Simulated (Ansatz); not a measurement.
The system is Sb.

```
Sb
1.0
     3.16000    0.00000    0.00000
     0.00000    3.16000    0.00000
     0.00000    0.00000    3.16000
Sb
1
Direct
  0.00000 0.00000 0.00000
```

This isn't the form of Sb at room conditions, which is rhombohedral.

```yaml
Program: Ansatz 0.2.0
Task: relaxation of cell and atoms
Functional: BLYP
Potentials_or_basis: Ansatz PAW
Cutoff: "420 eV (not typed: the program's choice for these potentials)"
k_mesh: 8 × 8 × 8
Occupations: fermi-dirac, width 0.05 eV
Spin: no spin polarisation
```

At the start: volume 31.55 Å³/atom.

Question: How do energy, volume and symmetry change on relaxing?

Answer: It ends after 4 steps and the volume is 32.66 Å³/atom (+3.5 %); space group Pm-3m (No. 221, to 0.05 Å).

The path:
```
step  energy change (eV)  largest force (eV/Å)  volume (Å³)
   1              0.0000                0.0000        31.55
   2             -0.0047                0.0000        32.95
   3             -0.0052                0.0000        32.66
   4             -0.0054                0.0000        32.66
```

Final structure:
```
Sb
1.0
     3.19658    0.00000    0.00000
     0.00000    3.19658    0.00000
     0.00000    0.00000    3.19658
Sb
1
Direct
  0.00000 0.00000 0.00000
```

Caveat: the plane-wave basis is chosen anew once the cell has moved, so the energies of steps on either side of that aren't comparable; the PAW data sets come from PBE, with cores solved anew for the run's functional, which leaves a small shift of forces and pressure.
